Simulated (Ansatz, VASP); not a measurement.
# One calculation of SnSe, two programs

```
Sn Se
1.0
     4.13822    0.00000    0.00000
    -2.06911    3.58380    0.00000
     0.00000    0.00000    7.48409
Sn Se
2 2
Direct
  0.00000 0.00000 0.00000
  0.00000 0.00000 0.50000
  0.33333 0.66667 0.25000
  0.66667 0.33333 0.75000
```

Alike in both runs: task single point; functional PBE; dispersion D3(BJ); k mesh 6 × 6 × 2; occupations fermi-dirac, width 0.02 eV; no spin polarisation.

|  | VASP | Ansatz |
| --- | --- | --- |
| version | VASP 6.6.1 | Ansatz 0.2.0 |
| potentials or method | VASP PAW PBE potentials, release 64 (Sn_d, Se) | plane waves |
| plane-wave cutoff (eV) | 520 | 420 |
| valence electrons in the cell | 40 | 60 |

```csv
,VASP,Ansatz,Ansatz less VASP
pressure (GPa),-1.2,-1.2,+0.01
largest component of the traceless stress (GPa),0.47,0.48,+0.004
dispersion energy (meV/atom),-345.0,-345.1,-0.09
```

The two sets of potentials don't hold the same shells in valence.

Caveats: the k mesh is coarse (spacing up to 0.42 Å⁻¹), so the values aren't converged; pairwise dispersion overbinds metals, which lowers pressure and volume.
